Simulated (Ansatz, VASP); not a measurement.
## In in VASP and in Ansatz

```
In
1.0
     0.00000    3.25207    3.25207
     3.25207    0.00000    3.25207
     3.25207    3.25207    0.00000
In
2
Direct
  0.76250 0.91250 0.91250
  0.23750 0.08750 0.08750
```

Change from the starting cell: shortest bond scaled by 0.7, PAW files.

Alike in both runs: task single point; functional PBE; k mesh 8 × 8 × 8; occupations fermi-dirac, width 0.05 eV; no spin polarisation.

|  | VASP | Ansatz |
| --- | --- | --- |
| version | VASP 6.6.1 | Ansatz 0.2.0 |
| potentials or method | VASP PAW PBE potentials, release 64 (In_d) | PAW with Ansatz's default frozen-core files, scalar-relativistic |
| plane-wave cutoff (eV) | 520 | 420 |
| valence electrons in the cell | 26 | 26 |

Ansatz gave:

```
pressure (GPa)                                  : 28.7
largest component of the traceless stress (GPa) : 32.63
rms of the force components (eV/Å)              : 12.432
```

Question: What did VASP give for the same quantities?

Answer: Pressure (GPa): 28.3; largest component of the traceless stress (GPa): 32.32; rms of the force components (eV/Å): 12.327.

Atom by atom the forces differ by 0.104 eV/Å (rms over components). With one functional, cell and mesh, what is left measures potentials, basis and numerics.

Caveats: so large a pressure means that the cell lies far from this level's equilibrium, or that cutoff or potentials fall short (VASP); forces of over 1 eV/Å show positions far from the minimum, so gaps and moduli don't describe the material at rest.
